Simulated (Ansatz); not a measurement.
Runs of Ansatz 0.2.0 on Ga. Symmetry: C2/c, No. 15, monoclinic system. The conventional cell has a = 2.766 Å, b = 8.053 Å, c = 3.332 Å, α = 90.00°, β = 92.02°, γ = 90.00°. Ga (site symmetry 2) is surrounded by 8 Ga at 2.69 to 2.92 Å. This isn't the form of Ga at room conditions, which is orthorhombic.

```tsv
level	cutoff (eV)	gap on the mesh (eV)	pressure (GPa)	relaxed volume (Å³/atom)
PBEsol	420	none	0.0	17.92
PBE	420	none	0.0	(b)
BLYP	420	none	0.0	(a)
r2SCAN	500	none	0.0	18.12
LDA	420	none	0.0	17.29
```

Alike in all rows: task relaxation of cell and atoms; potentials or basis Ansatz PAW; no spin polarisation; cell relaxed; k mesh 10 × 10 × 8; smearing fermi-dirac 0.05 eV.

Estimate the missing entries.

(a) 21.77; (b) 19.14.

Caveats: the plane-wave basis is chosen anew once the cell has moved, so the energies of steps on either side of that aren't comparable; the PAW data sets come from PBE, with cores solved anew for the run's functional, which leaves a small shift of forces and pressure (some runs); the volume moved by over 15 % at a fixed basis, so the end points are rough (some runs).

A k mesh can miss the band edges, and the runs leave out spin-orbit coupling on Ga.

A gap of «none» marks a metal or a gap under the smearing width.
